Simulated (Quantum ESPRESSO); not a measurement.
The system is WC.

```xyz
2
Lattice="0.0000 2.1927 2.1927 2.1927 0.0000 2.1927 2.1927 2.1927 0.0000" Properties=species:S:1:pos:R:3 pbc="T T T"
W     0.0000    0.0000    0.0000
C     2.1927    2.1927    2.1927
```

Measurements of this composition are mostly on another form, of space group No. 187.

Base run:

| Property | Result |
| --- | --- |
| Program | Quantum ESPRESSO 7.5 |
| Functional | PBEsol |
| Potentials or basis | GBRV 1.5 PBEsol |
| Cutoff | 762 eV |
| Density cutoff | 6095 eV |
| k mesh | 10 × 10 × 10 |
| Occupations | fermi-dirac, width 0.05 eV |
| Spin | no spin polarisation |
| Hubbard terms | W d U = 1 eV |

Its results: band gap on the k mesh none (metal or under the smearing width); pressure -9.3 GPa.

**Question.** After a change of settings the same cell gave: band gap on the k mesh none (metal or under the smearing width); pressure -8.6 GPa. Which change was it?
A. hubbard terms from W d U = 1 eV to W d U = 8 eV
B. hubbard terms from W d U = 1 eV to none
C. hubbard terms from W d U = 1 eV to W d U = 4 eV

**Answer.** C.

Caveats: U without spin polarisation on a metal has little footing; the U is typed as a test and isn't derived for this compound.
